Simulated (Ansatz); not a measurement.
Crystal: Eu2O3.

```
CELL_PARAMETERS angstrom
3.78830 0.00000 0.00000
-1.89415 3.28076 0.00000
0.00000 0.00000 5.82084
ATOMIC_POSITIONS crystal
Eu 0.33333 0.66667 0.24244
Eu 0.66667 0.33333 0.75756
O 0.33333 0.66667 0.65110
O 0.66667 0.33333 0.34890
O 0.00000 0.00000 0.00000
```

Measurements of this composition are mostly on another form, of space group No. 206.

Base run:

| Quantity | Value |
| --- | --- |
| Program | Ansatz 0.2.0 |
| Functional | PBEsol |
| Potentials or basis | Ansatz PAW |
| Cutoff | 420 eV (not typed: the program's choice for these potentials) |
| k mesh | 7 × 7 × 4 |
| Occupations | fermi-dirac, width 0.05 eV |
| Spin | collinear spin, ferromagnetic start |
| Starting moments | [8.75, 8.75, 0.0, 0.0, 0.0] μB |
| Fixed moment | 17.5 μB |

Its results: pressure 17.4 GPa; site moments Eu +6.62; O +0.85, +0.98 μB; largest force 0.810 eV/Å.

Task: The run is repeated on the same cell with these changes: fixed moment from 17.5 μB to 28 μB; moments at the start from [8.75, 8.75, 0.0, 0.0, 0.0] to [14.0, 14.0, 0.0, 0.0, 0.0]. What comes out?

Result: Pressure 72.4 GPa; site moments Eu +7.32; O +2.45, +2.91 μB; largest force 2.520 eV/Å.

Caveats: the total moment is fixed, so each spin has its own Fermi level; the PAW data sets come from PBE, with cores solved anew for the run's functional, which leaves a small shift of forces and pressure; the thresholds are loose for stress; a pressure of tens of GPa on the cell as given is suspect, and the run, the potentials or the cell itself is likely at fault (some runs); forces of over 1 eV/Å show positions far from the minimum, so gaps and moduli don't describe the material at rest (some runs).
